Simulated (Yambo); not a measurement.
Input of a Yambo 5.3.0 run:

File optics6.in:

```
optics
chi
Chimod= "HARTREE"
% BndsRnXd
 1 | 33 |
%
NGsBlkXd= 6 Ry
% LongDrXd
 1 | 0 | 0 |
%
% QpntsRXd
 1 | 1 |
%
% EnRngeXd
 0 | 10 | eV
%
% DmRngeXd
 0.2 | 0.2 | eV
%
ETStpsXd= 200
```

scf.in

```
&CONTROL
  calculation = 'scf'
  prefix = 'pwscf'
  outdir = './tmp'
  pseudo_dir = './pseudo'
/
&SYSTEM
  ibrav = 0
  nat = 4
  ntyp = 2
  ecutwfc = 84
  nbnd = 14
  occupations = 'smearing'
  smearing = 'fd'
  degauss = 0.00367493
  force_symmorphic = .true.
/
&ELECTRONS
  conv_thr = 8d-10
  electron_maxstep = 120
  mixing_beta = 0.5
/
ATOMIC_SPECIES
N     14.0070 N.upf
B     10.8100 B.upf
CELL_PARAMETERS angstrom
   2.5539396017    0.0000000000    0.0000000000
  -1.2769698009    2.2117765748    0.0000000000
   0.0000000000    0.0000000000    4.2268550000
ATOMIC_POSITIONS angstrom
N     -0.0000000002    1.4745177166    0.5295234870
N      1.2769698010    0.7372588582    2.6429509870
B     -0.0000000002    1.4745177166    2.1122608880
B      1.2769698010    0.7372588582    4.2256883880
K_POINTS automatic
18 18 10 0 0 0
```

The input nscf.in:

```
&CONTROL
  calculation = 'nscf'
  prefix = 'pwscf'
  outdir = './tmp'
  pseudo_dir = './pseudo'
/
&SYSTEM
  ibrav = 0
  nat = 4
  ntyp = 2
  ecutwfc = 84
  nbnd = 33
  occupations = 'fixed'
  force_symmorphic = .true.
/
&ELECTRONS
  conv_thr = 1d-08
  diago_full_acc = .true.
  diago_thr_init = 1d-06
/
ATOMIC_SPECIES
N     14.0070 N.upf
B     10.8100 B.upf
CELL_PARAMETERS angstrom
   2.5539396017    0.0000000000    0.0000000000
  -1.2769698009    2.2117765748    0.0000000000
   0.0000000000    0.0000000000    4.2268550000
ATOMIC_POSITIONS angstrom
N     -0.0000000002    1.4745177166    0.5295234870
N      1.2769698010    0.7372588582    2.6429509870
B     -0.0000000002    1.4745177166    2.1122608880
B      1.2769698010    0.7372588582    4.2256883880
K_POINTS automatic
18 18 10 0 0 0
```

Potentials or basis: PseudoDojo 0.4.1 SR PBE standard.

Launch:

```sh
$ OMP_NUM_THREADS=1 pw.x -in scf.in > scf.out
$ OMP_NUM_THREADS=1 pw.x -in nscf.in > nscf.out
$ cd tmp/pwscf.save; p2y; mv SAVE ../..; cd ../..
$ OMP_NUM_THREADS=1 yambo
$ OMP_NUM_THREADS=1 yambo -F optics6.in -J optics6 -C optics6_out
```

Q: What does it give for the electronic dielectric constant along the field?

A: 4.36.

Q: Estimate the electronic dielectric constant along the field, independent particles.

A: 4.60.

Q: Estimate the band gap on the k mesh, mean-field level.

A: 5.27 eV, indirect (least direct gap 8.28 eV).

Dielectric function (along the field direction of the input):
```tsv
energy (eV)	real part	imaginary part
0.25	4.36	0.05
0.55	4.37	0.05
0.90	4.38	0.05
1.26	4.39	0.05
1.56	4.41	0.05
1.91	4.44	0.05
2.26	4.47	0.06
2.56	4.50	0.06
2.91	4.55	0.06
3.27	4.60	0.06
3.57	4.65	0.07
3.92	4.72	0.07
4.27	4.80	0.07
4.57	4.87	0.08
4.92	4.97	0.09
5.28	5.08	0.09
5.63	5.21	0.10
5.93	5.34	0.11
6.28	5.51	0.13
6.63	5.72	0.15
6.93	5.92	0.16
7.29	6.20	0.20
7.64	6.54	0.24
7.94	6.90	0.29
8.29	7.45	0.42
8.64	8.13	0.72
8.94	8.76	1.08
9.30	9.64	1.73
9.65	10.73	2.82
10.00	11.86	4.61
```

Caveat: the absorption still rises at the end of the energy window, so no peak is listed; these spectra lack excitons. A k mesh can miss the band edges.
